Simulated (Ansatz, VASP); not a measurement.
ZnS (Wurtzite-2H): VASP beside Ansatz

INCAR

```
  PREC = Accurate
  ENCUT = 600
  EDIFF = 1E-6
  ISMEAR = -1
  SIGMA = 0.05
  LREAL = F
  LASPH = T
  NELM = 60
  ALGO = Fast
  ISIF = 3
  LWAVE = F
  LCHARG = F
  GGA = PE
  IVDW = 13
  IBRION = 2
  NSW = 40
  EDIFFG = -0.01
```

File KPOINTS:

```
regular mesh
0
Gamma
  8 8 5
```

The input POSCAR:

```
ZnS
1.0
    3.8110000000      0.0000000000      0.0000000000
   -1.9055000000      3.3004228138      0.0000000000
    0.0000000000      0.0000000000      6.2340000000
Zn S
2 2
Direct
    0.6666666667      0.3333333333      0.5000000000
    0.3333333333      0.6666666667      0.0000000000
    0.6666666667      0.3333333333      0.8850000000
    0.3333333333      0.6666666667      0.3850000000
```

input.yaml

```yaml
crystal:
  lattice:
    - [3.811, 0.0, 0.0]
    - [-1.9055, 3.3004228138, 0.0]
    - [0.0, 0.0, 6.234]
  atoms:
    - { symbol: Zn, position: [0.6666666667, 0.3333333333, 0.5] }
    - { symbol: Zn, position: [0.3333333333, 0.6666666667, 0.0] }
    - { symbol: S, position: [0.6666666667, 0.3333333333, 0.885] }
    - { symbol: S, position: [0.3333333333, 0.6666666667, 0.385] }
hamiltonian:
  xc: pbe
  pseudopotentials: { kind: paw }
  dispersion: d4
kpoints:
  mp_grid: { grid: [8, 8, 5] }
scf:
  occupations: { method: fermi_dirac, width: 0.05 }
output:
  forces: true
  stress: true
  write_density: true
  write_potential: true
  elf: true
  volumetric_format: npy
relax:
  f_tol: 0.01
  max_steps: 40
  cell: { stress_tol: 0.05 }
```

Alike in both runs: task relaxation of cell and atoms; functional PBE; dispersion D4; k mesh 8 × 8 × 5; occupations fermi-dirac, width 0.05 eV; no spin polarisation.

|  | VASP | Ansatz |
| --- | --- | --- |
| version | VASP 6.6.1 | Ansatz 0.2.0 |
| potentials or method | VASP PAW PBE potentials, release 64 (Zn, S) | Ansatz PAW |
| plane-wave cutoff (eV) | 600 | 420 |
| valence electrons in the cell | 36 | 36 |

```csv
,VASP,Ansatz,Ansatz less VASP
"gap on the k mesh at the Fermi level, each at its own relaxed structure (eV)",2.23,2.24,+0.007
relaxed volume (Å³/atom),19.52,19.45,-0.063
relaxed cell length with the largest relative difference (Å),3.800,3.796,-0.0044
energy change over the relaxation (meV/atom),-6,-6,-0.1
```

Caveats: odd divisions of the mesh miss points on the zone boundary, where band edges often lie, so the gap on the mesh can be too wide (Ansatz); the plane-wave basis is chosen anew once the cell has moved, so the energies of steps on either side of that aren't comparable (Ansatz).
